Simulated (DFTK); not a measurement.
# TePb in DFTK: convergence with supersampling

Crystal: TePb.

```
CELL_PARAMETERS angstrom
4.00229 0.00000 0.00000
0.00000 4.00229 0.00000
0.00000 0.00000 4.00229
ATOMIC_POSITIONS crystal
Pb 0.00193 0.00147 0.00275
Te 0.50158 0.50324 0.50186
```

The cell comes from a database or a generator and needn't be the stable form of this composition.

The cell isn't the ideal one: atoms moved at random.

```yaml
Program: DFTK 0.8.2
Task: convergence study
Functional: LDA
Potentials_or_basis: cp2k.nc.sr.lda.v0_1.semicore.gth (LDA, GTH)
Cutoff: 544 eV
k_mesh: 4 × 4 × 4
Occupations: gaussian, width 0.05 eV
Spin: no spin polarisation
```

These are the settings of the first run; the series varies supersampling, with any setting tied to it.

Hardware: 1 thread of Intel(R) Xeon(R) Platinum 8488C (Sapphire Rapids) (shared host).

| supersampling | energy less the tightest run, at zero smearing (meV/atom) | SCF cycles |
| --- | --- | --- |
| 1.2 | 0.00 | 12 |
| 1.4 | 0.00 | 12 |
| 1.6 | 0.00 | 13 |
| 1.8 | 0.00 | 12 |
| 2 | 0.00 | 12 |
| 2.5 | 0.00 | 12 |

Against the tightest run, the energy stays within 1 meV/atom from 1.2 on. The tightest run that finished is the yardstick and may itself not be fully converged.

Caveat, for the tightest run too: the k mesh is coarse (spacing up to 0.39 Å⁻¹), so the values aren't converged; GTH potentials come without recommended cutoffs, and this one wasn't checked for convergence. The run has no spin-orbit coupling, so splittings on Pb, Te are missing.
